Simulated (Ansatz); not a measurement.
**Al: an elastic constant from a strain scan**

Level of theory: DFT PBE, scalar-relativistic, plane waves, PAW in Ansatz 0.2.0. Settings: plane waves to 420 eV, k-mesh 20×20×20 (Γ-centred), Gaussian smearing 0.15 eV. No spin polarisation. Energies are free energies at this smearing, counted from the undisturbed cell; pressure is positive in compression.

The starting cell (as given, not relaxed at this level; it stands at -0.4 GPa):

```
CELL_PARAMETERS angstrom
0.00000 2.02398 2.02398
2.02398 0.00000 2.02398
2.02398 2.02398 0.00000
ATOMIC_POSITIONS crystal
Al 0.00000 0.00000 0.00000
```

The cell is strained by ε times the Voigt pattern (0, 1, 0, 0, 0, 0) (xx, yy, zz, yz, xz, xy; engineering shear) with fractional coordinates fixed. The cell holds 1 atom in V0 = 16.58 Å³. The stress column is τ = (1/V0) dE/dε, got from the stress tensor σ (compression positive) at each point as −det(1 + εP) σ : P(1 + εP)⁻¹, with P the pattern as a tensor.

| ε | ΔE (meV/atom) | τ (GPa) |
| --- | --- | --- |
| -0.0200 | 0.926 | -1.491 |
| -0.0150 | 0.309 | -0.911 |
| -0.0100 | -0.028 | -0.398 |
| -0.0050 | -0.119 | 0.038 |
| 0.0000 | 0.000 | 0.416 |
| 0.0050 | 0.313 | 0.799 |
| 0.0100 | 0.840 | 1.251 |
| 0.0150 | 1.623 | 1.793 |
| 0.0175 | 2.125 | 2.087 |
| 0.0200 | ? | ? |

Task: Which combination of elastic constants does this scan measure, and how large is it?

Result: For small ε, τ = τ0 + Kε with K = pᵀCp, which for this pattern is C11 in the cubic axes. The parabola through τ at ε = -0.0050, 0 and 0.0050 has slope K = 76 GPa at zero. The energies per cell, E = NΔE, of the same two points give K = 2[E(ε₊)/ε₊ − E(ε₋)/ε₋]/[(ε₊ − ε₋)V0] = 75 GPa, in agreement.

Task: Predict the withheld row at ε = 0.0200 from the harmonic law, and compare.

Result: ΔE = V0(τ0 ε + Kε²/2)/N = 2.438 meV/atom and τ = 1.94 GPa. The calculation gives 2.702 meV/atom and 2.38 GPa: the energy lies 11 % above the harmonic value.

In a metal these slopes depend on the k mesh and the smearing.